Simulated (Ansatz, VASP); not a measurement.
# Cross-check of In3Ga5O12 (Ga1.2In0.8O3, beta-Ga2O3 type) between VASP and Ansatz, part 2 of 2

Aim: how closely do two programs agree when they are given the same cell, functional and k mesh? The cell is invented: As first built, before any earlier steps moved the atoms (in the runner's words): 1x2x1 conventional cells of the Ga2O3 type (40 atoms: 24 O, 10 Ga, 6 In); Ga/In share their sites, one random draw; start lattice of Ga2O3; atoms moved at random by 0.02 A. It may not be a known or stable phase. Of the first pair: The structure shown is the start of the Ansatz relaxation below; VASP solves that cell, so the two are compared at the walk's first step.

VASP 6.6.1 and Ansatz 0.2.0.

So far: Starting point; Ansatz: relaxation, PBE.

**3. VASP: single point, PBE, start cell, pair 1**

Level of this step: PBE; plane waves and PAW (O, Ga_d, In_d); invented cell (VASP).

The same cell, functional, mesh and smearing now go to VASP, with its own data sets.

Lines of VASP's logs that name or quote its potential files are left out, and so is its time.

Input file INCAR:

```
SYSTEM = In3Ga5O12
PREC = Accurate
ENCUT = 520
EDIFF = 1E-06
NELM = 120
ISMEAR = -1
SIGMA = 0.01
LREAL = Auto
ALGO = Normal
GGA = PE
NBANDS = 204
LORBIT = 11
LWAVE = .FALSE.
LCHARG = .FALSE.
ISIF = 2
ISYM = 0
LASPH = .TRUE.
GGA_COMPAT = .FALSE.
EFERMI = MIDGAP
KPAR = 4
```

Input file POSCAR:

```
In3Ga5O12
1.0
   12.2140000000      0.0000000000      0.0000000000
    0.0000000000      6.0742000000      0.0000000000
   -1.3859900000      0.0000000000      5.6300100000
O Ga In
24 10 6
Direct
    0.1647113383      0.0003457245      0.1064829370
    0.3349089153      0.2522965987      0.8854158341
    0.1720265945      0.9937440321      0.5586135726
    0.3231680832      0.2492344671      0.4323082907
    0.4962681564      0.0005268183      0.2559320499
    0.9999599832      0.2482302196      0.7432313619
    0.6644935741      0.2449540680      0.1080992751
    0.8343330046      0.9973329821      0.8939770977
    0.6723302448      0.2498929900      0.5663400243
    0.8257937522      0.9996378124      0.4371928291
    0.9960393000      0.2459747786      0.2568734336
    0.5066699750      0.9949129103      0.7464462763
    0.1655014730      0.4978927266      0.1169092062
    0.3367831156      0.7460570939      0.8904602301
    0.1745175122      0.4993744032      0.5656295460
    0.3271731824      0.7521978203      0.4419175099
    0.4946098966      0.5006749860      0.2549551422
    0.0040692434      0.7460900201      0.7413485944
    0.6646410128      0.7529551217      0.1138719114
    0.8335926013      0.4973823713      0.8925028552
    0.6700029886      0.7484771657      0.5628586805
    0.8286313355      0.5022719041      0.4356475388
    0.9959094958      0.7491850779      0.2620066394
    0.5035435293      0.4989957525      0.7446523186
    0.0898490584      0.9993579401      0.7906380273
    0.1591088711      0.2485430180      0.3181521880
    0.3426757767      0.9999176846      0.6883469124
    0.5899362676      0.2534654769      0.7945811819
    0.6597628160      0.9957525271      0.3152569889
    0.8384530920      0.2433077607      0.6849010925
    0.0899344707      0.5005432814      0.8025740629
    0.3400587105      0.4979421158      0.6867128122
    0.9102236789      0.4994237924      0.2046710397
    0.6593866460      0.5017121596      0.3103546885
    0.4089476807      0.2501234730      0.2016515068
    0.9103207156      0.9971848145      0.2088450997
    0.4095772422      0.7502881038      0.2033033689
    0.1580118010      0.7434230022      0.3099994494
    0.5914435265      0.7429949623      0.7976184767
    0.8381371649      0.7524941556      0.6829828011
```

Input file KPOINTS:

```
Points of the shifted mesh
18
Reciprocal
 0.2500000000  0.0000000000  0.0000000000 1
 0.2500000000  0.0000000000  0.3333333333 1
 0.2500000000  0.0000000000  0.6666666667 1
 0.2500000000  0.3333333333  0.0000000000 1
 0.2500000000  0.3333333333  0.3333333333 1
 0.2500000000  0.3333333333  0.6666666667 1
 0.2500000000  0.6666666667  0.0000000000 1
 0.2500000000  0.6666666667  0.3333333333 1
 0.2500000000  0.6666666667  0.6666666667 1
 0.7500000000  0.0000000000  0.0000000000 1
 0.7500000000  0.0000000000  0.3333333333 1
 0.7500000000  0.0000000000  0.6666666667 1
 0.7500000000  0.3333333333  0.0000000000 1
 0.7500000000  0.3333333333  0.3333333333 1
 0.7500000000  0.3333333333  0.6666666667 1
 0.7500000000  0.6666666667  0.0000000000 1
 0.7500000000  0.6666666667  0.3333333333 1
 0.7500000000  0.6666666667  0.6666666667 1
```

PAW data sets: O, Ga_d and In_d (PBE family, release 64).

Started as:

```sh
mpirun -np 4 vasp_std
```

Numbers of over 12 decimals in the logs are rounded to 6 here.

The program printed:

```text
[banner, memory and clock lines left out]
running    4 mpi-ranks, on    1 nodes
[...]
LDA part: xc-table for (Slater+PW92), standard interpolation
 POSCAR, INCAR and KPOINTS ok, starting setup
[...]
entering main loop
       N       E                     dE             d eps       ncg     rms          rms(c)
DAV:   1     0.744996336416E+04    0.74500E+04   -0.13200E+05  7712   0.302E+03
DAV:   2     0.186493047663E+04   -0.55850E+04   -0.52179E+04  7344   0.943E+02
DAV:   3     0.487775850877E+02   -0.18162E+04   -0.17138E+04  8792   0.376E+02
DAV:   4    -0.233587394940E+03   -0.28236E+03   -0.27570E+03  8832   0.156E+02
[...]
DAV:  17    -0.215363042436E+03   -0.22740E-05   -0.61991E-05  8176   0.581E-02    0.538E-02
DAV:  18    -0.215363042492E+03   -0.56170E-07   -0.14865E-05 10608   0.415E-02    0.567E-03
DAV:  19    -0.215363043066E+03   -0.57366E-06   -0.77404E-06  6776   0.230E-02
   1 F= -.21536304E+03 E0= -.21536304E+03  d E =0.000000E+00
```

Parts of OUTCAR (step 3):

```text
  Total      101.0205777    128.4104388    116.0626932     -1.2281345      1.6550784      0.6503319
  in kB      387.4933562    492.5550125    445.1916981     -4.7108617      6.3485272      2.4945343
  external PRESSURE =     441.7466889 kB  Pullay stress =       0.0000000 kB

 POSITION                                       TOTAL-FORCE (eV/Angst)
 -----------------------------------------------------------------------------------
      1.86420      0.00210      0.59950         0.671358      2.421851     -2.078255
      2.86340      1.53250      4.98490        -1.498438     -0.420346     -4.805598
      1.32690      6.03620      3.14500        -0.381580      1.760299      1.615477
      3.34800      1.51390      2.43390        -2.607603     -0.070252      3.218218
      5.70670      0.00320      1.44090         6.144637      0.090338      1.814601
     11.18340      1.50780      4.18440         0.429080      0.138322      0.083524
      7.96630      1.48790      0.60860         0.216039      0.429779      0.199558
      8.95150      6.05800      5.03310        -2.161920      2.821924     -3.097320
      7.42690      1.51790      3.18850         0.224192      0.128520     -0.452878
      9.48030      6.07200      2.46140        -3.388709      1.778924      2.101193
     11.80960      1.49410      1.44620         3.500100      5.383245      0.942867
      5.15390      6.04330      4.20250        -3.447962      5.339175     -0.949714
      1.85940      3.02430      0.65820         1.174936     -3.877616     -3.611664
      2.87930      4.53170      5.01330        -1.712994      0.241746     -5.729711
[...]
-----------------------------------------------------------------------------------
    total drift:                               -0.032477      0.006458      0.005048

  FREE ENERGIE OF THE ION-ELECTRON SYSTEM (eV)
  ---------------------------------------------------
  free  energy   TOTEN  =      -215.3630430661 eV

  energy  without entropy=     -215.3630430661  energy(sigma->0) =     -215.36304307

[... 3 further parts left out ...]
[key lines of the parts left out:]
E-fermi :   6.9500
```

The run ends at a pressure of 44.17 GPa, with forces up to 7.1 eV/Å.

**4. Comparison**

Known differences besides the potentials themselves: the cutoff is 420 eV in Ansatz and 520 eV in VASP (PREC = Accurate, projectors in real space). Total energies have different zeros and are not compared.

Forces on 10 of the 40 atoms, those with the largest forces and the largest differences (eV/Å; atoms numbered as in POSCAR):

```tsv
atom	Ansatz x, y, z	VASP x, y, z
O1	0.647, 2.406, -2.048	0.671, 2.422, -2.078
O5	6.145, 0.092, 1.809	6.145, 0.090, 1.815
O8	-2.139, 2.804, -3.126	-2.162, 2.822, -3.097
O11	3.503, 5.391, 0.939	3.500, 5.383, 0.943
O12	-3.450, 5.340, -0.947	-3.448, 5.339, -0.950
O13	1.153, -3.870, -3.582	1.175, -3.878, -3.612
O14	-1.696, 0.243, -5.761	-1.713, 0.242, -5.730
O17	6.805, -0.373, 1.952	6.796, -0.369, 1.954
O20	-0.662, -2.293, 1.617	-0.685, -2.307, 1.650
O24	-3.862, -5.222, -1.107	-3.845, -5.209, -1.106
```

The forces differ by 14 meV/Å r.m.s., which is 0.6 % of the r.m.s. force of 2.111 eV/Å (both taken over all components).

**5. Ansatz: relaxation, PBE**

This run makes the geometry at which the two programs are then compared. The cell compared in this pair holds 488.29 Å³, against 417.69 Å³ for the pair before.

The structure compared here is the end of the Ansatz relaxation.

Input file input.yaml:

```yaml
crystal:
  lattice:
    - [12.214, 0.0, 0.0]
    - [0.0, 6.0742, 0.0]
    - [-1.38599, 0.0, 5.63001]
  atoms:
    - { symbol: O, position: [0.16471, 0.00035, 0.10649] }
    - { symbol: O, position: [0.33491, 0.25229, 0.88542] }
    - { symbol: O, position: [0.17203, 0.99374, 0.55862] }
    - { symbol: O, position: [0.32317, 0.24923, 0.4323] }
    - { symbol: O, position: [0.49627, 0.00052, 0.25594] }
    - { symbol: O, position: [0.99996, 0.24823, 0.74323] }
    - { symbol: O, position: [0.66449, 0.24496, 0.1081] }
    - { symbol: O, position: [0.83433, 0.99734, 0.89397] }
    - { symbol: O, position: [0.67233, 0.24989, 0.56634] }
    - { symbol: O, position: [0.82579, 0.99963, 0.43719] }
    - { symbol: O, position: [0.99604, 0.24597, 0.25687] }
    - { symbol: O, position: [0.50667, 0.99491, 0.74645] }
    - { symbol: O, position: [0.1655, 0.49789, 0.11691] }
    - { symbol: O, position: [0.33678, 0.74605, 0.89046] }
    - { symbol: O, position: [0.17452, 0.49938, 0.56563] }
    - { symbol: O, position: [0.32717, 0.7522, 0.44191] }
    - { symbol: O, position: [0.49461, 0.50067, 0.25495] }
    - { symbol: O, position: [0.00407, 0.74609, 0.74134] }
    - { symbol: O, position: [0.66464, 0.75296, 0.11387] }
    - { symbol: O, position: [0.83359, 0.49738, 0.8925] }
    - { symbol: O, position: [0.67, 0.74847, 0.56285] }
    - { symbol: O, position: [0.82863, 0.50227, 0.43564] }
    - { symbol: O, position: [0.99591, 0.74918, 0.26201] }
    - { symbol: O, position: [0.50354, 0.499, 0.74465] }
    - { symbol: Ga, position: [0.08985, 0.99935, 0.79064] }
    - { symbol: Ga, position: [0.15911, 0.24854, 0.31816] }
    - { symbol: Ga, position: [0.34268, 0.99992, 0.68835] }
    - { symbol: Ga, position: [0.58994, 0.25346, 0.79458] }
    - { symbol: Ga, position: [0.65976, 0.99575, 0.31525] }
    - { symbol: Ga, position: [0.83845, 0.2433, 0.6849] }
    - { symbol: Ga, position: [0.08993, 0.50054, 0.80257] }
    - { symbol: Ga, position: [0.34006, 0.49795, 0.68671] }
    - { symbol: Ga, position: [0.91022, 0.49942, 0.20467] }
    - { symbol: Ga, position: [0.65939, 0.50171, 0.31035] }
    - { symbol: In, position: [0.40895, 0.25012, 0.20165] }
    - { symbol: In, position: [0.91032, 0.99718, 0.20885] }
    - { symbol: In, position: [0.40958, 0.75029, 0.2033] }
    - { symbol: In, position: [0.15801, 0.74342, 0.31] }
    - { symbol: In, position: [0.59144, 0.74299, 0.79761] }
    - { symbol: In, position: [0.83814, 0.75249, 0.68298] }
kpoints:
  mp_grid: { grid: [2, 3, 3], shift: [0.5, 0.0, 0.0] }
hamiltonian:
  xc: pbe
scf:
  occupations: { method: fermi_dirac, width: 0.01 }
output:
  forces: true
  stress: true
relax:
  f_tol: 0.02
  max_steps: 45
  cell: { stress_tol: 0.1 }
```

Started as:

```sh
ansatz run input.yaml --threads 8 --pin off --max-ram 15360MiB --backend cpu --events-out ev --progress --plain --runs-dir out
```

The program printed:

```text
[...]
Crystal: 40 atoms, lattice volume = 417.692 Å³
Basis set: ecut = 420 eV, 8175 PW (Γ), exchange–correlation on 180×90×80 points (8 copies of the dense FFT grid, shifted against one another)
Bands: 216, of which v1, the nominal top of the filled ones, is band 176 counted from 1 (175 counted from 0)
Symmetry: 1 space group operations
[...]
- { symbol: Ga, position: [0.906010, 0.490231, 0.201042] }
    - { symbol: Ga, position: [0.662793, 0.494470, 0.314612] }
    - { symbol: In, position: [0.408686, 0.247461, 0.204507] }
    - { symbol: In, position: [0.904525, 1.011828, 0.198901] }
    - { symbol: In, position: [0.408040, 0.747870, 0.201236] }
    - { symbol: In, position: [0.153546, 0.746271, 0.318509] }
    - { symbol: In, position: [0.589106, 0.749563, 0.791063] }
    - { symbol: In, position: [0.847666, 0.743355, 0.679763] }
[key lines of the parts left out:]
SCF converged after 6 iterations
Free energy (F): -85042.250293 eV
Fermi energy:    8.315657 eV
P = ⅓ Tr σ = 0.0285 GPa (0.285 kbar)
```

**6. VASP: single point, PBE, relaxed cell, pair 2**

The same cell, functional, mesh and smearing now go to VASP, with its own data sets.

INCAR: that of step 3 with these lines changed.

```diff
@@ -2,3 +2,3 @@
 PREC = Accurate
-ENCUT = 520
+ENCUT = 600
 EDIFF = 1E-06
```

Input file POSCAR:

```
In3Ga5O12
1.0
   12.7586170000     -0.0100690000     -0.0460900000
   -0.0050080000      6.4284790000      0.0076090000
   -1.4690360000      0.0081950000      5.9586820000
O Ga In
24 10 6
Direct
    0.1599800000      0.0154000000      0.1079000000
    0.3278700000      0.2463700000      0.8731900000
    0.1704400000      0.0100500000      0.5685300000
    0.3182400000      0.2471900000      0.4444600000
    0.5096200000      0.9970800000      0.2717800000
    0.0046400000      0.2478600000      0.7469100000
    0.6615900000      0.2467400000      0.1070600000
    0.8284900000      0.0117000000      0.8705800000
    0.6722200000      0.2600700000      0.5728900000
    0.8189600000      0.0187500000      0.4429700000
    0.0025100000      0.2688700000      0.2656300000
    0.4972000000      0.0181000000      0.7465900000
    0.1686800000      0.4834900000      0.1051700000
    0.3312500000      0.7504600000      0.8684500000
    0.1738200000      0.4877200000      0.5732700000
    0.3282400000      0.7507400000      0.4569800000
    0.5086300000      0.4986000000      0.2582400000
    0.0215200000      0.7480000000      0.7611900000
    0.6753700000      0.7481700000      0.1234100000
    0.8394600000      0.4803800000      0.8952100000
    0.6735100000      0.7417300000      0.5415200000
    0.8260000000      0.4782700000      0.4277400000
    0.9834900000      0.7336800000      0.2599700000
    0.4956200000      0.4818600000      0.7430100000
    0.0938800000      0.0083400000      0.7991800000
    0.1583000000      0.2519400000      0.3158200000
    0.3369400000      0.0040500000      0.6820500000
    0.5890700000      0.2511400000      0.7960000000
    0.6615700000      0.9960300000      0.3097900000
    0.8368700000      0.2493000000      0.6825300000
    0.0941500000      0.4879500000      0.8002400000
    0.3369600000      0.4939400000      0.6863200000
    0.9060100000      0.4902300000      0.2010400000
    0.6627900000      0.4944700000      0.3146100000
    0.4086900000      0.2474600000      0.2045100000
    0.9045300000      0.0118300000      0.1989000000
    0.4080400000      0.7478700000      0.2012400000
    0.1535500000      0.7462700000      0.3185100000
    0.5891100000      0.7495600000      0.7910600000
    0.8476700000      0.7433600000      0.6797600000
```

KPOINTS is that of step 3.

Started as:

```sh
mpirun -np 4 vasp_std
```

The program printed:

```text
[... set-up lines as in an earlier step ...]
 entering main loop
       N       E                     dE             d eps       ncg     rms          rms(c)
DAV:   1     0.750903644008E+04    0.75090E+04   -0.14727E+05  7776   0.313E+03
DAV:   2     0.194251379295E+04   -0.55665E+04   -0.52072E+04  7344   0.981E+02
DAV:   3     0.772065488963E+02   -0.18653E+04   -0.17614E+04  8896   0.386E+02
DAV:   4    -0.240563357233E+03   -0.31777E+03   -0.30838E+03  8904   0.161E+02
[...]
DAV:  18    -0.229717583205E+03   -0.51514E-07   -0.28626E-05 11864   0.364E-02    0.439E-03
DAV:  19    -0.229717583804E+03   -0.59902E-06   -0.11262E-05  7264   0.159E-02    0.279E-03
DAV:  20    -0.229717583641E+03    0.16376E-06   -0.18823E-06  5224   0.139E-02
   1 F= -.22971758E+03 E0= -.22971758E+03  d E =0.000000E+00
```

From OUTCAR (step 6):

```text
  Total        1.1459314      1.4243990      1.1305204     -0.0056343      0.0093455      0.0451867
  in kB        3.7600619      4.6737777      3.7094950     -0.0184876      0.0306647      0.1482679
  external PRESSURE =       4.0477782 kB  Pullay stress =       0.0000000 kB

 POSITION                                       TOTAL-FORCE (eV/Angst)
 -----------------------------------------------------------------------------------
      1.88254      0.09827      0.63569         0.011577     -0.012887     -0.002244
      2.89919      1.58764      5.18982        -0.031335     -0.001063      0.003591
      1.33934      0.06755      3.37991        -0.009118     -0.006317     -0.022747
      3.40614      1.58949      2.63561         0.011609     -0.000753      0.007242
      6.09780      6.40680      1.60355         0.009837     -0.000480      0.008588
     -1.03928      1.59944      4.45227        -0.035309      0.002060     -0.013219
      8.28246      1.58038      0.60932         0.023833     -0.000344     -0.005460
      9.29141      0.07401      5.14941        -0.021430     -0.009830     -0.001313
      7.73370      1.66978      3.38467        -0.003881     -0.004141     -0.019035
      9.79796      0.11592      2.60191         0.023427     -0.005497      0.015476
     -0.35954      1.73058      1.58473         0.006190      0.006487      0.006818
      5.24673      0.11747      4.42591        -0.009406      0.005519     -0.006004
      1.99520      3.10727      0.62258         0.021739      0.011071     -0.005907
      2.94675      4.82810      5.16526        -0.024030      0.002621      0.002701
[...]
-----------------------------------------------------------------------------------
    total drift:                                0.014572      0.011508     -0.008277

  FREE ENERGIE OF THE ION-ELECTRON SYSTEM (eV)
  ---------------------------------------------------
  free  energy   TOTEN  =      -229.7175836407 eV

  energy  without entropy=     -229.7175836407  energy(sigma->0) =     -229.71758364

[... 1 part as in an earlier step ...]

[... 2 further parts left out ...]
[key lines of the parts left out:]
E-fermi :   4.6881
```

The run ends at a pressure of 0.40 GPa, with forces up to 0.038 eV/Å.

**7. Comparison**

What differs besides the data sets and the points named for the pairs above, as far as they apply: the cutoff is 420 eV in Ansatz and 600 eV in VASP (PREC = Accurate, projectors in real space); Ansatz's pressure holds a Pulay correction, VASP's none. Total energies have different zeros and are not compared.

The two programs side by side:

```tsv
quantity	Ansatz	VASP	difference
pressure (GPa)	0.03	0.40	-0.38
gap on the k mesh (eV)	1.512	1.494	+0.018
```

At this near-relaxed geometry the largest component of a force difference is 30 meV/Å. A gap on the mesh is an upper bound, since the band edges may lie between its points.

**8. Outcome**

| Property | Result |
| --- | --- |
| r.m.s. force difference (single point, PBE, start cell, pair 1) | 0.65 % of the r.m.s. force |
| difference in gap on the k mesh (single point, PBE, relaxed cell, pair 2) | 0.018 eV |
| r.m.s. force difference (single point, PBE, relaxed cell, pair 2) | 11 meV/Å |

**Reading.** The r.m.s. force difference is 11 meV/Å (single point, PBE, relaxed cell, pair 2), within the 12 meV/Å picked in this series as the mark of a large difference. How closely two codes agree says nothing of how well the functional describes the real material.

[Lines on the potential files, build, host, timing and source positions are cut from VASP's logs without a mark.]

[Logs are printed without paths, hosts, clocks, repeated set-up lines and the standing remarks that a program may print on its own settings, such as how far it seeks lower states.]

[Hosts, paths, dates, database ids (printed as entryN), source tags and the programs' standing remarks are cut or masked in the printed files.]
